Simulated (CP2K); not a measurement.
Runs of CP2K 2026.2 on Sc. The structure is hexagonal, space group P6_3/mmc (No. 194). The conventional cell has a = 3.309 Å, b = 3.309 Å, c = 5.273 Å, α = 90.00°, β = 90.00°, γ = 120.00°. Sc (site symmetry -6m2) has 12 Sc at 3.26 to 3.31 Å as nearest neighbours. 

```csv
level,cutoff radius of the dispersion sum (A),cutoff of the non-local correlation (Ry),gap on the mesh (eV),pressure (GPa)
PBEsol,-,-,none,-2.8
PBEsol+D3,20,-,none,(b)
PBEsol+D3(BJ),20,-,none,-5.4
PBEsol+rVV10,-,300,none,-3.1
PBEsol+D3(BJ)+ATM,20,-,none,(a)
PBEsol+D4,20,-,none,-3.8
```

Alike in all rows: task single point; potentials or basis POTENTIAL_UZH Sc GTH-PBE-q11; TZVP-MOLOPT-PBE-GTH basis; no spin polarisation; cell as given; k mesh 9 × 9 × 5; smearing fermi-dirac 0.05 eV.

Question: Estimate the missing entries.

Answer: (a) -5.3; (b) -4.4.

Caveats: the potentials were made for another functional, which shifts forces and pressure; the basis of atomic orbitals isn't converged, which shifts pressures, moduli and gaps; pairwise dispersion overbinds metals, which lowers pressure and volume (some runs).

A gap of «none» marks a metal or a gap under the smearing width.
